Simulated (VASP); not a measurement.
The system is AgBr.

```
Ag Br
1.0
     0.00000    2.92166    2.92166
     2.92166    0.00000    2.92166
     2.92166    2.92166    0.00000
Ag Br
1 1
Cartesian
  0.0000 0.0000 0.0000
  2.9217 2.9217 2.9217
```

- Program: VASP 6.6.1
- Task: relaxation of cell and atoms
- Functional: PBEsol
- Potentials or basis: VASP PAW PBE potentials, release 64 (Ag, Br)
- Cutoff: 600 eV
- k mesh: 8 × 8 × 8
- Occupations: gaussian, width 0.02 eV
- Spin: no spin polarisation

At the start: pressure -3.7 GPa; volume 24.94 Å³/atom.

Where does the relaxation end?

Over 3 steps the energy falls by 26.7 meV/atom and the volume is 22.83 Å³/atom (-8.5 %); space group Fm-3m (No. 225, to 0.05 Å).

The path:
```csv
step,energy change (eV),largest force (eV/Å),pressure (GPa),volume (Å³)
1,0.0000,0.0000,-3.68,49.88
2,-0.0532,0.0000,-0.24,45.86
3,-0.0534,0.0000,-0.01,45.65
```

Final structure:
```cif
data_structure
_symmetry_space_group_name_H-M 'P 1'
_symmetry_Int_Tables_number 1
_cell_length_a 4.0116
_cell_length_b 4.0116
_cell_length_c 4.0116
_cell_angle_alpha 60.000
_cell_angle_beta 60.000
_cell_angle_gamma 60.000
_cell_volume 45.65
loop_
_atom_site_label
_atom_site_type_symbol
_atom_site_fract_x
_atom_site_fract_y
_atom_site_fract_z
_atom_site_occupancy
Ag1 Ag 0.00000 0.00000 0.00000 1
Br1 Br 0.50000 0.50000 0.50000 1
```

Caveat: the PAW data sets were made with another functional, which shifts forces and pressure a little.
